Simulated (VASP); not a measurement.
# MgO (Fm-3m) in VASP: single point with PBE0

Aim: the single point of MgO with PBE0.

Program: VASP 6.6.1. These are calculated values, not measurements. Logs are shortened: lines on timing, memory, paths and dates and some standing lists are left out, and cuts for length are marked.

**What was measured.**

From “Electronic structure of alkaline earth and post-transition metal oxides”, 2009, arxiv:0908.1581, for a bulk crystal of MgO: band gap 7.83 eV.

How close the calculation comes is told below.

### 1 The crystal as given

It takes space group Fm-3m (No. 225, cubic). Conventional cell: a = 4.208 Å, b = 4.208 Å, c = 4.208 Å, α = 90.00°, β = 90.00°, γ = 90.00°. Mg (site symmetry m-3m) is surrounded by 6 O at 2.10 Å. O (site symmetry m-3m) is surrounded by 6 Mg at 2.10 Å.

### 2 Single point, PBE0

Input file POSCAR:

```
MgO
1.0
    0.0000000000      2.1038000000      2.1038000000
    2.1038000000      0.0000000000      2.1038000000
    2.1038000000      2.1038000000      0.0000000000
Mg O
1 1
Direct
    0.0000000000      0.0000000000      0.0000000000
    0.5000000000      0.5000000000      0.5000000000
```

Input file INCAR.step1:

```
PREC = Accurate
ENCUT = 520
EDIFF = 1E-5
ISMEAR = 0
SIGMA = 0.02
LREAL = False
LASPH = True
NELM = 100
ALGO = Normal
ISIF = 2
LWAVE = True
LCHARG = False
NBANDS = 11
GGA = PE
```

Input file INCAR.step2:

```
PREC = Accurate
ENCUT = 520
EDIFF = 1E-7
ISMEAR = 0
SIGMA = 0.02
LREAL = False
LASPH = True
NELM = 100
ALGO = Normal
ISIF = 2
LWAVE = False
LCHARG = False
GGA = PE
LHFCALC = True
AEXX = 0.25
PRECFOCK = Fast
NBANDS = 11
ISTART = 1
```

Input file KPOINTS:

```
regular mesh
0
Gamma
  8 8 8
```

Potentials or basis: VASP PAW PBE potentials, release 64 (Mg, O).

On the command line:

```console
cat potpaw_PBE.64/Mg/POTCAR potpaw_PBE.64/O/POTCAR > POTCAR
cp INCAR.step1 INCAR
mpirun -np 1 vasp_std > vasp.out
cp INCAR.step2 INCAR
mpirun -np 1 vasp_std > vasp.out
```

OUTCAR:

```text
PREC = Accurate
   ENCUT = 520
   EDIFF = 1E-7
   ISMEAR = 0
   LREAL = False
   LASPH = True
   NELM = 100
   ISIF = 2
   GGA = PE
   LHFCALC = True
   AEXX = 0.25
   PRECFOCK = Fast
   ISTART = 1

 ion  position               nearest neighbor table
   1  0.000  0.000  0.000-   2 2.10   2 2.10   2 2.10   2 2.10   2 2.10   2 2.10
   2  0.500  0.500  0.500-   1 2.10   1 2.10   1 2.10   1 2.10   1 2.10   1 2.10

  LATTYP: Found a face centered cubic cell.
 ALAT       =     4.2076000000

  Lattice vectors:

 A1 = (   0.0000000000,   2.1038000000,   2.1038000000)
 A2 = (   2.1038000000,   0.0000000000,   2.1038000000)
 A3 = (   2.1038000000,   2.1038000000,   0.0000000000)

Analysis of symmetry for initial positions (statically):
=====================================================================
 Subroutine PRICEL returns:
 Original cell was already a primitive cell.

 Routine SETGRP: Setting up the symmetry group for a
 face centered cubic supercell.

 Subroutine GETGRP returns: Found 48 space group operations
 (whereof 48 operations were pure point group operations)
 out of a pool of 48 trial point group operations.

The static configuration has the point symmetry O_h .

Analysis of symmetry for dynamics (positions and initial velocities):
=====================================================================
 Subroutine PRICEL returns:
 Original cell was already a primitive cell.

 Routine SETGRP: Setting up the symmetry group for a
 face centered cubic supercell.

 Subroutine GETGRP returns: Found 48 space group operations
 (whereof 48 operations were pure point group operations)
 out of a pool of 48 trial point group operations.

The dynamic configuration has the point symmetry O_h .

 Subroutine INISYM returns: Found 48 space group operations
 (whereof 48 operations are pure point group operations),
 and found     1 'primitive' translations

----------------------------------------------------------------------------------------

                                     Primitive cell

  volume of cell :      18.6227

  direct lattice vectors                    reciprocal lattice vectors
     0.000000000  2.103800000  2.103800000    -0.237665177  0.237665177  0.237665177
     2.103800000  0.000000000  2.103800000     0.237665177 -0.237665177  0.237665177
     2.103800000  2.103800000  0.000000000     0.237665177  0.237665177 -0.237665177

  length of vectors
     2.975222493  2.975222493  2.975222493     0.411648162  0.411648162  0.411648162

  position of ions in fractional coordinates (direct lattice)
     0.000000000  0.000000000  0.000000000
     0.500000000  0.500000000  0.500000000

  ion indices of the primitive-cell ions
   primitive index   ion index
                 1           1
                 2           2

----------------------------------------------------------------------------------------

 KPOINTS: regular mesh

Automatic generation of k-mesh.
 Grid dimensions read from file:
 generate k-points for:    8    8    8

 Generating k-lattice:

  Cartesian coordinates                     Fractional coordinates (reciprocal lattice)
    -0.029708147  0.029708147  0.029708147     0.125000000  0.000000000  0.000000000
     0.029708147 -0.029708147  0.029708147     0.000000000  0.125000000  0.000000000
     0.029708147  0.029708147 -0.029708147     0.000000000  0.000000000  0.125000000

  Length of vectors
     0.051456020  0.051456020  0.051456020

  Shift w.r.t. Gamma in fractional coordinates (k-lattice)
     0.000000000  0.000000000  0.000000000

 Subroutine IBZKPT returns following result:
 ===========================================

 Found     29 irreducible k-points:

 Following reciprocal coordinates:
            Coordinates               Weight
  0.000000  0.000000  0.000000      1.000000
  0.125000  0.000000  0.000000      8.000000
  0.250000  0.000000  0.000000      8.000000
  0.375000  0.000000  0.000000      8.000000
  0.500000  0.000000  0.000000      4.000000
  0.125000  0.125000  0.000000      6.000000
[... 16 lines left out ...]
  0.500000  0.250000  0.125000     48.000000
 -0.375000  0.250000  0.125000     24.000000
 [... further k-points ...]
   k-points           NKPTS =     29   k-points in BZ     NKDIM =    512   number of bands    NBANDS=     11
   number of dos      NEDOS =    301   number of ions     NIONS =      2
   total plane-waves  NPLWV =  13824
   dimension x,y,z NGX =    24 NGY =   24 NGZ =   24
   dimension x,y,z NGXF=    48 NGYF=   48 NGZF=   48
   ions per type =               1   1
   NGX,Y,Z   is equivalent  to a cutoff of  13.41, 13.41, 13.41 a.u.
   NGXF,Y,Z  is equivalent  to a cutoff of  26.82, 26.82, 26.82 a.u.
 SYSTEM =  unknown system
   PREC   = accura    normal or accurate (medium, high low for compatibility)
   ISTART =      1    job   : 0-new  1-cont  2-samecut
   ICHARG =      0    charge: 1-file 2-atom 10-const
   ISPIN  =      1    spin polarized calculation?
   LNONCOLLINEAR =      F non collinear calculations
   LSORBIT =      F    spin-orbit coupling
   LASPH  =      T    aspherical Exc in radial PAW
   ENCUT  =  520.0 eV  38.22 Ry    6.18 a.u.   5.53  5.53  5.53*2*pi/ulx,y,z
   NELM   =    100;   NELMIN=  2; NELMDL=  0     # of ELM steps
   EDIFF  = 0.1E-06   stopping-criterion for ELM
   LREAL  =      F    real-space projection
   EDIFFG = 0.1E-05   stopping-criterion for IOM
   NSW    =      0    number of steps for IOM
   IBRION =     -1    ionic relax: 0-MD 1-quasi-New 2-CG
   NFREE  =      0    steps in history (QN), initial steepest desc. (CG)
   ISIF   =      2    stress and relaxation
   ISYM   =      3    0-nonsym 1-usesym 2-fastsym
   POTIM  = 0.5000    time-step for ionic-motion
   TEBEG  =    0.0;   TEEND  =   0.0 temperature during run
   PSTRESS=    0.0 pullay stress
   NELECT =       8.0000    total number of electrons
   NUPDOWN=      -1.0000    fix difference up-down
   EMIN   =  10.00;   EMAX   =-10.00  energy-range for DOS
   EFERMI =   0.00;   METHOD = LEGACY
   ISMEAR =     0;   SIGMA  =   0.02  broadening in eV -4-tet -1-fermi 0-gaus
   EFERMI_NEDOS =   21; number of points for ismear=-14 and -15
   IALGO  =     38    algorithm
   IMIX   =      1    mixing-type and parameters
     AMIX     =   0.40;   BMIX     =  1.00
     AMIX_MAG =   1.60;   BMIX_MAG =  1.00
  volume/ion in A,a.u.               =       9.31        62.84
  Fermi-wavevector in a.u.,A,eV,Ry     =   1.235256  2.334296 20.760557  1.525858
  Thomas-Fermi vector in A             =   2.369913
   LORBIT       =      0    0 simple, 1 ext, 2 COOP (PROOUT), +10 PAW based schemes
   GGA     = PE    functional components
   LHFCALC =     T    Hartree Fock is set to
   PRECFOCK=fast      Normal, Fast or Accurate (Low or Medium for compatibility)
   ENCUT4O =  -1.0   cutoff for four orbital integrals eV
   NKREDX  =     1    reduce k-point grid by
   NKREDY  =     1    reduce k-point grid by
   NKREDZ  =     1    reduce k-point grid by
   AEXX    =    0.2500 exact exchange contribution
   HFSCREEN=    0.0000 screening length (either q_TF or 0.3 A-1)
   HFSCREENC=   0.0000 screening length for correlation (either q_TF or 0.3 A-1)
   ENCUTFOCK=  -1.0 apply spherical cutoff to Coloumb kernel
   IVDW    =     0    specifies the selected vdW correction
   LEPSILON=     F    determine dielectric tensor
   LRPA    =     F    only Hartree local field effects (RPA)
 non-spin polarized calculation
 Gauss-broadening in eV      SIGMA  =   0.02
  energy-cutoff  :      520.00
  volume of cell :       18.62
 maximum number of plane-waves:       531
 NGX is ok and might be reduce to    24
  NGX = 14; NGY = 14; NGZ = 14

 number of electron       8.0000005 magnetization

 Free energy of the ion-electron system (eV)
  ---------------------------------------------------
  ext. energy  EPLUGINS =         0.00000000
  ---------------------------------------------------
  free energy    TOTEN  =       -14.78741001 eV

  energy without entropy =      -14.78741001  energy(sigma->0) =      -14.78741001

 E-fermi :   1.7053     XC(G=0):  -8.7066

 val. band max:        1.5682982867   @ k =   0.0000   0.0000   0.0000
 cond. band min:       8.7878771465   @ k =   0.0000   0.0000   0.0000
 fundamental gap:      7.2195788598
 Fermi energy:         1.7053220339

 k-point     1 :       0.0000    0.0000    0.0000
  band No.  band energies     occupation
      1     -17.2952      2.00000
      2       1.5683      2.00000
      3       1.5683      2.00000
      4       1.5683      2.00000
      5       8.7879      0.00000
      6      20.1250      0.00000
      7      20.1250      0.00000
      8      20.1250      0.00000
      9      24.0295      0.00000
     10      26.0127      0.00000
     11      26.0127      0.00000

 k-point     2 :       0.1250    0.0000    0.0000
  band No.  band energies     occupation
      1     -17.1221      2.00000
      2       0.5817      2.00000
      3       1.4537      2.00000
      4       1.4537      2.00000
      5       9.7287      0.00000
      6      18.4096      0.00000
      7      20.5083      0.00000
      8      20.5083      0.00000
      9      25.0467      0.00000
     10      25.0467      0.00000
     11      26.3274      0.00000

 k-point     3 :       0.2500    0.0000    0.0000
  band No.  band energies     occupation
      1     -16.6731      2.00000
      2      -1.2643      2.00000
      3       1.1904      2.00000
      4       1.1904      2.00000
      5      11.2591      0.00000
      6      16.9172      0.00000
      7      21.0473      0.00000
      8      21.0473      0.00000
      9      24.6638      0.00000
     10      24.6638      0.00000
     11      26.6023      0.00000

 k-point     4 :       0.3750    0.0000    0.0000
  band No.  band energies     occupation
      1     -16.1679      2.00000
      2      -2.8054      2.00000
      3       0.9436      2.00000
      4       0.9436      2.00000
      5      11.9515      0.00000
      6      16.9149      0.00000
      7      20.8808      0.00000
      8      20.8808      0.00000
      9      25.7700      0.00000
     10      26.0709      0.00000
     11      26.0709      0.00000

 k-point     5 :       0.5000    0.0000    0.0000
  band No.  band energies     occupation
      1     -15.9375      2.00000
      2      -3.4062      2.00000
      3       0.8455      2.00000
      4       0.8455      2.00000
      5      12.0175      0.00000
      6      17.2547      0.00000
      7      20.7082      0.00000
      8      20.7082      0.00000
      9      25.4347      0.00000
     10      27.2117      0.00000
     11      27.2117      0.00000
[... 211 lines left out ...]
 k-point    21 :       0.5000    0.5000    0.0000
  band No.  band energies     occupation
      1     -15.6601      2.00000
      2      -2.8587      2.00000
      3       0.0840      2.00000
      4       0.0840      2.00000
      5      13.1838      0.00000
      6      14.2327      0.00000
      7      17.7429      0.00000
      8      23.7772      0.00000
      9      23.7772      0.00000
     10      30.1610      0.00000
     11      31.5319      0.00000

 k-point    22 :       0.3750    0.2500    0.1250
  band No.  band energies     occupation
      1     -16.3511      2.00000
      2      -1.6571      2.00000
      3       0.3137      2.00000
      4       0.8902      2.00000
      5      12.7829      0.00000
      6      15.7082      0.00000
      7      19.5125      0.00000
      8      22.1001      0.00000
      9      22.6084      0.00000
     10      27.0479      0.00000
     11      30.4941      0.00000

 k-point    23 :       0.5000    0.2500    0.1250
  band No.  band energies     occupation
      1     -15.9532      2.00000
      2      -2.4207      2.00000
      3      -0.3037      2.00000
      4       0.6142      2.00000
      5      13.7812      0.00000
      6      16.0311      0.00000
      7      18.3238      0.00000
      8      21.6945      0.00000
      9      24.2497      0.00000
     10      27.0575      0.00000
     11      30.6667      0.00000

 k-point    24 :      -0.3750    0.2500    0.1250
  band No.  band energies     occupation
      1     -15.7765      2.00000
      2      -2.7454      2.00000
      3      -0.5252      2.00000
      4       0.4837      2.00000
      5      13.9128      0.00000
      6      16.7304      0.00000
      7      17.8751      0.00000
      8      21.4310      0.00000
      9      25.0762      0.00000
     10      26.7544      0.00000
     11      30.7948      0.00000

 [... further k-points ...]

------------------------ aborting loop because EDIFF is reached ----------------------------------------

  FORCE on cell =-STRESS in cart. coord.  units (eV):
  Direction    XX          YY          ZZ          XY          YZ          ZX
  --------------------------------------------------------------------------------------
  -------------------------------------------------------------------------------------
  Total       -0.1180533     -0.1180533     -0.1180533      0.0000000      0.0000000     -0.0000000
  in kB      -10.1565266    -10.1565266    -10.1565266      0.0000000      0.0000000     -0.0000000
  external PRESSURE =     -10.1565266 kB  Pullay stress =       0.0000000 kB

 VOLUME and BASIS-vectors are now :
 -----------------------------------------------------------------------------
  energy-cutoff  :      520.00
  volume of cell :       18.62
      direct lattice vectors                 reciprocal lattice vectors
     0.000000000  2.103800000  2.103800000    -0.237665177  0.237665177  0.237665177
     2.103800000  0.000000000  2.103800000     0.237665177 -0.237665177  0.237665177
     2.103800000  2.103800000  0.000000000     0.237665177  0.237665177 -0.237665177

 POSITION                                       TOTAL-FORCE (eV/Angst)
 -----------------------------------------------------------------------------------
      0.00000      0.00000      0.00000         0.000000      0.000000      0.000000
      2.10380      2.10380      2.10380         0.000000      0.000000      0.000000
 -----------------------------------------------------------------------------------
    total drift:                                0.000000      0.000000      0.000000

  FREE ENERGIE OF THE ION-ELECTRON SYSTEM (eV)
  ---------------------------------------------------
  free  energy   TOTEN  =       -14.7874100150 eV

  energy  without entropy=      -14.7874100150  energy(sigma->0) =      -14.78741001
```

Run time: 6.7 min. Hardware: 1 thread of Intel Xeon 6975P-C (Granite Rapids), shared host; peak memory 0.16 GiB.

What came out:

| Item | Value |
| --- | --- |
| Free energy | -14.7874 eV |
| Pressure | -1.0 GPa |
| Band gap on the k mesh | 7.22 eV, direct |

Caveat: the PAW data sets were made with another functional, which shifts forces and pressure a little.

### 3 Against experiment

Step 2. Measured gap of MgO: 7.83 eV (quoted in “Electronic structure of alkaline earth and post-transition metal oxides”, 2009, arxiv:0908.1581). This calculation gives 7.22 eV (-0.61 eV). The value is that of PBE0, without temperature or zero-point motion.
